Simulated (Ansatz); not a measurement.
Runs of Ansatz 0.2.0 on SnO. It takes space group P4/nmm (No. 129, tetragonal). The conventional cell has a = 3.814 Å, b = 3.814 Å, c = 4.887 Å, α = 90.00°, β = 90.00°, γ = 90.00°. Around Sn (site symmetry 4mm) lie 4 O at 2.23 Å. O (site symmetry -4m2) is surrounded by 4 Sn at 2.23 Å. The cell is a database's computed one.

```tsv
task	level	spin	k mesh	cutoff (eV)	share of exact exchange	points for each segment of the path	mesh quality	gap on the mesh (eV)	pressure (GPa)	largest force (eV/Å)
single point	r2SCAN0 form with a typed share of exact exchange	off	4 × 4 × 3	500	0	-	coarse	0.28	(b)	0.12
single point	r2SCAN0	off	4 × 4 × 3	500	0.25	-	coarse	1.29	-3.1	0.56
single point	r2SCAN0 form with a typed share of exact exchange	off	4 × 4 × 3	500	0.1	-	coarse	0.67	-1.5	0.31
band structure	PBE	SOC, no magnetisation	7 × 7 × 6	420	-	14	not flagged	(c)	3.6	0.37
single point	r2SCAN0 form with a typed share of exact exchange	off	4 × 4 × 3	500	0.5	-	coarse	(d)	-5.5	0.95
single point	r2SCAN0 form with a typed share of exact exchange	off	4 × 4 × 3	500	0.35	-	coarse	1.71	(a)	0.72
band structure	PBE	off	7 × 7 × 6	420	-	14	not flagged	0.37	3.6	0.37
single point	r2SCAN0 form with a typed share of exact exchange	off	4 × 4 × 3	500	0.15	-	coarse	0.88	-2.0	0.39
```

Alike in all rows: potentials or basis Ansatz PAW; cell as given; smearing fermi-dirac 0.05 eV.

Problem. Estimate the missing entries.

Solution. (a) -4.1; (b) -0.4; (c) 0.36; (d) 2.36.

Caveats: some runs use coarse meshes; spin-orbit coupling is left out, which moves the levels of the heavy elements (some runs); odd divisions of the mesh miss points on the zone boundary, where band edges often lie, so the gap on the mesh can be too wide (some runs); the PAW data sets come from PBE, with cores solved anew for the run's functional, which leaves a small shift of forces and pressure (some runs); the thresholds are loose for stress (some runs); the k mesh misses the band edges, so the gap on the mesh is wider than the one along the path (some runs).

A k mesh can miss the band edges, and rows without SOC leave out spin-orbit coupling on Sn.
